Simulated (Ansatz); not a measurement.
**Re: further runs on the relaxed cell**

The task here is to estimate one member of a computed series from the others.

Program: Ansatz 0.2.0. Level of theory: DFT PBEsol, scalar-relativistic, plane waves, PAW. These are calculated values, not measurements.

1 further run of the same task is left out (set aside as unsound or not needed).

**The structure to begin with**

It takes space group P6_3/mmc (No. 194, hexagonal). Conventional cell: a = 2.750 Å, b = 2.750 Å, c = 4.443 Å, α = 90.00°, β = 90.00°, γ = 120.00°. Re (site symmetry -6m2) is surrounded by 12 Re at 2.73 to 2.75 Å.

As a file:

```cif
data_structure
_symmetry_space_group_name_H-M 'P 1'
_symmetry_Int_Tables_number 1
_cell_length_a 2.7504
_cell_length_b 2.7504
_cell_length_c 4.4432
_cell_angle_alpha 90.000
_cell_angle_beta 90.000
_cell_angle_gamma 120.000
_cell_volume 29.11
loop_
_atom_site_label
_atom_site_type_symbol
_atom_site_fract_x
_atom_site_fract_y
_atom_site_fract_z
_atom_site_occupancy
Re1 Re 0.33333 0.66667 0.25000 1
Re2 Re 0.66667 0.33333 0.75000 1
```

This cell was relaxed beforehand with the same method: volume 14.55 Å³/atom, gap on the mesh none (metal).

The first run:

input.yaml reads:

```yaml
crystal:
  lattice:
    - [2.7503660254, 0.0, 0.0]
    - [-1.3751830127, 2.3818868477, 0.0]
    - [0.0, 0.0, 4.4432016756]
  atoms:
    - { symbol: Re, position: [0.3333333333, 0.6666666667, 0.25] }
    - { symbol: Re, position: [0.6666666667, 0.3333333333, 0.75] }
basis:
  ecutwfc: 420
kpoints:
  mp_grid: { grid: [18, 18, 10] }
  band_path:
    path:
      - [[0.0, 0.0, 0.0], [0.5, 0.0, 0.0], [0.33333333, 0.33333333, 0.0], [0.0, 0.0, 0.0], [0.0, 0.0, 0.5], [0.5, 0.0, 0.5], [0.33333333, 0.33333333, 0.5], [0.0, 0.0, 0.5]]
      - [[0.5, 0.0, 0.5], [0.5, 0.0, 0.0]]
      - [[0.33333333, 0.33333333, 0.5], [0.33333333, 0.33333333, 0.0]]
    npoints: 14
hamiltonian:
  xc: pbesol
scf:
  occupations: { method: gaussian, width: 0.1 }
  n_extra_bands: 6
output:
  forces: true
  stress: true
  eigenvalues: true
  populations: true
  dos: { projected: true, de: 0.02, nscf_kmesh: { grid: [27, 27, 15] } }
  bader: true
  write_density: true
  write_potential: true
  elf: true
  volumetric_format: npy
```

Launch:

```sh
> ansatz run input.yaml --threads 1 --pin off --max-ram 2560MiB --backend cpu --events-out ev --progress --plain --runs-dir out
```

Among the steps run: Electronic structure at the relaxed geometry; The cell as listed, for comparison; The cell scaled to 0.97 of its volume; Volume × 1.03; Volume × 0.94; Point at V/V0 = 1.06; Volume × 0.91; The cell scaled to 1.10 of its volume; The cell scaled to 0.88 of its volume.

One table of the session follows, with a row left open; its other results are not shown here.

It belongs to the step «Energy against volume». 

| volume (Å³/atom) | energy above the lowest point (meV/atom) | pressure (GPa) |
| --- | --- | --- |
| 12.807 | 320.5 | 65.96 |
| 13.244 | 169.9 | 45.26 |
| 13.681 | 71.2 | 27.69 |
| 14.117 | 16.8 | 12.73 |
| 14.554 | 0.0 | 0.00 |
| 14.990 | ? | ? |
| 15.427 | 57.7 | -20.04 |
| 16.009 | 149.6 | -30.16 |

Q: Estimate the row for volume (Å³/atom) = 14.990 from the others.

Worked estimate for «energy above the lowest point (meV/atom)». A straight line through the neighbours (14.554, 0.0) and (15.427, 57.7) gives 0.0 + (57.7 − 0.0) × (14.990 − 14.554) / (15.427 − 14.554) = 28.8; a parabola fitted to 4 rows on both sides gives 15.7.

The run gave: energy above the lowest point (meV/atom): 15.2; pressure (GPa): -10.83. In «energy above the lowest point (meV/atom)» the line misses by +13.6 and the parabola by +0.5.
